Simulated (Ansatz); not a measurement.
Sc, 1 atom in the cell. The typed cell holds 1 atom: a = 3.248 Å, b = 3.229 Å, c = 3.159 Å, α = 105.41°, β = 107.06°, γ = 116.12°. This isn't the form of Sc at room conditions, which is hcp. The cell isn't the ideal one: cell strained at random at fixed volume.

| Quantity | Value |
| --- | --- |
| Program | Ansatz 0.2.0 |
| Task | density of states |
| Functional | r2SCAN |
| Dispersion | rVV10 |
| Potentials or basis | PseudoDojo standard (PBE files) |
| Cutoff | 1061 eV (not typed: the program's choice for these potentials) |
| k mesh | 8 × 8 × 8 |
| Occupations | methfessel-paxton, width 0.025 eV |
| Spin | no spin polarisation |

Potentials or basis: PseudoDojo standard (PBE files).

Command:

```console
$ ansatz run input.yaml --threads 1 --pin off --max-ram 2560MiB --backend cpu --events-out ev --progress --plain --runs-dir out
```

Hardware: 1 thread of Arm Neoverse V1 (shared host).

Q: How long does it take, and how much memory?

A: Run time: 78 s on 1 thread of Arm Neoverse V1 (shared host), peak memory 0.95 GiB. Counts: scf iterations 6, plane waves 1995, k points 260, bands 12.
